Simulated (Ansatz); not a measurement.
## SiC: a vibration from a frozen displacement

Theory: DFT r2SCAN, scalar-relativistic, plane waves, PAW in Ansatz 0.2.0. The runs took a 500 eV cutoff, a Γ-centred 6×6×6 mesh and Gaussian smearing (0.05 eV). No spin polarisation. Energies are free energies at this smearing, counted from the undisturbed cell; pressure is positive in compression.

Reference structure (relaxed at this level):

```
Si C
1.0
     4.35629    0.00000    0.00000
     0.00000   -4.35629    0.00000
     0.00000    0.00000   -4.35629
Si C
4 4
Direct
  0.00000 0.00000 0.00000
  0.50000 0.50000 0.00000
  0.50000 0.00000 0.50000
  0.00000 0.50000 0.50000
  0.75000 0.75000 0.75000
  0.25000 0.25000 0.75000
  0.25000 0.75000 0.25000
  0.75000 0.25000 0.25000
```

Atom 5 (C) is moved by x along the Cartesian unit vector (0.000, 0.000, 1.000); the cell and all other atoms stay fixed. The cell's volume is 82.67 Å³; the moved atoms weigh 12.011 u together and the others 148.373 u. Some rows repeat others by symmetry and weren't run.

| x (Å) | ΔE (meV/cell) | total force on the moved atoms along the move (eV/Å) | pressure (GPa) |
| --- | --- | --- | --- |
| -0.2000 | 474.69 | 4.6772 | 1.5452 |
| -0.1800 | 385.57 | 4.2333 | 1.2566 |
| -0.1600 | 305.41 | 3.7819 | 0.9968 |
| -0.1400 | 234.34 | 3.3238 | 0.7664 |
| -0.1200 | 172.50 | 2.8598 | 0.5658 |
| -0.1000 | 119.98 | 2.3909 | 0.3954 |
| -0.0800 | 76.89 | 1.9177 | 0.2556 |
| -0.0600 | 43.29 | 1.4412 | 0.1465 |
| -0.0400 | 19.26 | 0.9622 | 0.0685 |
| 0.0000 | 0.00 | 0.0000 | 0.0060 |
| 0.0400 | 19.26 | -0.9622 | 0.0685 |
| 0.0600 | 43.29 | -1.4412 | 0.1465 |
| 0.0800 | 76.89 | -1.9177 | 0.2556 |
| 0.1000 | 119.98 | -2.3909 | 0.3954 |
| 0.1200 | 172.50 | -2.8598 | 0.5658 |
| 0.1400 | 234.34 | -3.3238 | 0.7664 |
| 0.1600 | 305.41 | -3.7819 | 0.9968 |
| 0.1800 | 385.57 | -4.2333 | 1.2566 |
| 0.2000 | 474.69 | -4.6772 | 1.5452 |

Question: What frequency belongs to this motion?

Answer: The force constant is k = −dF/dx = 24.055 eV/Å², from the parabola through x = -0.0400, 0 and 0.0400. In every cell the moved atoms swing against the rest, so the mass is μ = m₁m₂/(m₁ + m₂) = 11.112 u, and ν̃ = 521.5 cm⁻¹ × √(|k|/μ) = 767 cm⁻¹. The pattern needn't be a normal mode: ν̃² is then a weighted mean of the squared nonzero frequencies at the zone centre of this cell, taken without macroscopic field, so it lies between the lowest and the highest of them.

Question: How far does the harmonic law reach?

Answer: At x = -0.200 Å, kx²/2 = 481.10 meV against the computed 474.69 meV (-1.3 %): the well is still close to harmonic there.

Question: The pressure changes with x². What does that say about the frequency under compression?

Answer: With E = k(V)x²/2, k ∝ V^(−2γ) and x scaling with the cell as V^(1/3), P − P0 = −∂E/∂V = (2γ − 2/3) ΔE/V. At x = 0.0600 Å, V(P − P0) = 82.67 × 0.14058 / 160.2 eV = 72.54 meV and ΔE = 43.29 meV, so γ = 1/3 + V(P − P0)/(2ΔE) = 1.17. This is the Grüneisen parameter of the motion under uniform scaling of the cell: shrinking the cell evenly by 1 % in volume raises the frequency by about 1.17 %.

Cost: 10 runs of about 3.9 core-minutes in all, on Intel Xeon Platinum 8259CL (Skylake/Cascade Lake) (shared hosts).

The carbon atom sits in a stiff, nearly harmonic well, as expected for short, strong, partly ionic Si–C bonds. With so light an atom moving, this puts the frequency at 767 cm⁻¹. That value shouldn't be read as the Raman line of the primitive crystal: displacing one carbon of four mixes the true zone-centre optical mode with zone-boundary modes folded into the cubic cell, and those of acoustic character probably pull the mean down.

The near-harmonic well doesn't mean that the bonds themselves are harmonic. Along a cube axis two bonds shorten while two lengthen, and the tetrahedral site symmetry cancels the cubic term, leaving only the slight softening from higher even orders. The bond anharmonicity reappears in the coupling to volume: compression shortens all four bonds and stiffens them together, hence the positive Grüneisen parameter of 1.17. Thermal expansion doesn't follow from this one value, since it also depends on the low-lying shear modes, which in tetrahedral semiconductors can soften under pressure.
